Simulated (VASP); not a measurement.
W, 1 atom in the cell. The structure is cubic, space group Im-3m (No. 229). The conventional cell has a = 3.165 Å, b = 3.165 Å, c = 3.165 Å, α = 90.00°, β = 90.00°, γ = 90.00°. Around W (site symmetry m-3m) lie 8 W at 2.74 Å. 

| Quantity | Value |
| --- | --- |
| Program | VASP 6.6.1 |
| Task | relaxation of cell and atoms |
| Functional | r2SCAN |
| Potentials or basis | VASP PAW PBE potentials, release 64 (W_sv) |
| Cutoff | 600 eV |
| k mesh | 24 × 24 × 24 |
| Occupations | fermi-dirac, width 0.05 eV |
| Spin | no spin polarisation |
| Further INCAR settings | ALGO = Normal; EDIFF = 1e-07; IBRION = 2; EDIFFG = -0.02; NSW = 60; ISIF = 3 |

Potentials or basis: VASP PAW PBE potentials, release 64 (W_sv).

The run is started by

```console
$ cat potpaw_PBE.64/W_sv/POTCAR > POTCAR
$ mpirun -np 1 vasp_std > vasp.out
```

Hardware: 1 thread of Intel(R) Xeon(R) 6975P-C (Granite Rapids), with other jobs on the host.

**Question.** How long does it take, and how much memory?

**Answer.** Wall time 4.7 min on 1 thread of Intel(R) Xeon(R) 6975P-C (Granite Rapids) (shared host), peak memory 0.23 GiB. Counts: scf iterations 43, k points 413, ion steps 3.
